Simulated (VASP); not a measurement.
Wanted: the native input for a VASP 6.6.1 run.

```yaml
Task: single point
Functional: PBE
Potentials_or_basis: VASP PAW PBE potentials, release 64 (Hg, Te)
Cutoff: 520 eV
k_mesh: 6 × 6 × 4
Occupations: gaussian, width 0.1 eV
Spin: no spin polarisation
Dipole_correction: no
Further_INCAR_settings: ALGO = Fast; EDIFF = 1e-06; NBANDS = 26
```

The structure of HgTe lies in POSCAR:

```
HgTe
1.0
    4.5062689271      0.0000000000      0.0000000000
   -2.2531344635      3.9025433671      0.0000000000
    0.0000000000      0.0000000000      7.3400537187
Hg Te
2 2
Direct
    0.3333333333      0.6666666667      0.0000000000
    0.6666666667      0.3333333333      0.5000000000
    0.3333333333      0.6666666667      0.3700000000
    0.6666666667      0.3333333333      0.8700000000
```

Measurements of this composition are mostly on another form, of space group No. 216.

The cell isn't the ideal one: Mg replaced by Hg, lengths x 0.981, strained and moved within the space group.

The input as run:

INCAR

```
SYSTEM = HgTe
  PREC = Accurate
  ENCUT = 520
  EDIFF = 1E-6
  ISMEAR = 0
  SIGMA = 0.1
  LREAL = .False.
  LASPH = .True.
  NELM = 100
  ALGO = Fast
  ISIF = 2
  LWAVE = .False.
  LCHARG = .True.
  GGA = PE
  LELF = .True.
  LVHAR = .True.
  NBANDS = 26
```

KPOINTS

```
Automatic mesh
0
Gamma
  6 6 4
  0 0 0
```

Potentials or basis: VASP PAW PBE potentials, release 64 (Hg, Te).

Run with:

```sh
$ cat potpaw_PBE.64/Hg/POTCAR potpaw_PBE.64/Te/POTCAR > POTCAR
$ mpirun -np 1 vasp_std > vasp.out
```

Results of the run:

```yaml
Pressure: 6.5 GPa
Largest_force: 0.232 eV/Å
Band_gap_on_the_k_mesh: none (metal or under the smearing width)
```

It took 58 s on 1 thread of Intel(R) Xeon(R) Platinum 8259CL CPU @ 2.50GHz (Skylake/Cascade Lake) (shared host), peak memory 0.28 GiB.
